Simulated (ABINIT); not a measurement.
Input of an ABINIT 10.8.3 (patched build) run:

Contents of run.abi:

```
# Pseudopotentials
pp_dirpath "./"
pseudos "Al.GGA_PBE-JTH.xml"

# Structure
acell 3*1.0 Angstrom
rprim
     2.7217600000     0.0000000000     0.0000000000
     0.0000000000     2.7217600000     0.0000000000
     0.0000000000     0.0000000000     2.7217600000
ntypat 1
znucl 13
natom 1
typat 1
xred
     0.0000000000     0.0000000000     0.0000000000

# Plane-wave basis
ecut 18.0
pawecutdg 36.0
pawxcdev 0

# k points
kptopt 1
ngkpt 10 10 10
nshiftk 1
shiftk 0.0 0.0 0.0

# Exchange and correlation
ixc 11

# Bands and occupations
nband 6
occopt 3
tsmear 0.05 eV

# SCF cycle
nstep 100
tolvrs 1.0e-9

# Output
iomode 3
prtwf 0
prtden 0
prteig 0
prtebands 0
```

Potentials or basis: JTH PAW PBE v2.0.

Launch:

```bash
$ abinit run.abi > log 2>&1
```

**Question.** Estimate the pressure.

**Answer.** 0.3 GPa.

**Question.** What does it give for the band gap on the k mesh?

**Answer.** None (metal or under the smearing width).
